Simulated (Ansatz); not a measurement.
**How far is this SiC from the hull?**

The calculation used DFT PBE, scalar-relativistic, plane waves, PAW in Ansatz. Settings: cutoff 420 eV, Γ-centred meshes spaced at most about 0.3 Å⁻¹ (2π included), Gaussian smearing. No spin polarisation.

Formation energies are uncorrected and refer to the elements' standard structures at the same level.

Temperature and zero-point effects are left out. The reference form of C is held partly by dispersion forces, which this level lacks.

The competitors are the elements and 1 reference phase of this chemical system (from databases or known types: SiC), relaxed at the same level; other known phases may be missing.

The candidate was reached from: 4-connected net, two elements alternating.

```
CELL_PARAMETERS angstrom
5.32294 0.00000 0.00000
0.00000 5.32294 0.00000
0.00000 0.00000 3.09265
ATOMIC_POSITIONS crystal
Si 0.67559 0.67559 0.00000
Si 0.82441 0.17559 0.50000
Si 0.32441 0.32441 0.00000
Si 0.17559 0.82441 0.50000
C 0.81544 0.81544 0.50000
C 0.68456 0.31544 0.00000
C 0.18456 0.18456 0.50000
C 0.31544 0.68456 0.00000
```

Question: Where does it stand against these competitors?

Answer: Not the lowest form: another structure of the same formula lies lower. Its formation energy is -0.123 eV/atom. The lowest competing phase at this composition is this:

| phase | space group | source | share of atoms | ΔE_f (eV/atom) |
| --- | --- | --- | --- | --- |
| SiC | P6_3mc (No. 186) | Materials Project | 1.0000 | -0.204 |

The candidate lies 81 meV/atom above this phase (80 meV/atom from unrounded values). The candidate matches no cell in the subsets of the Crystallography Open Database and the Materials Project at hand. It is metastable at best. Checks: no imaginary mode on a 1×1×2 q mesh.
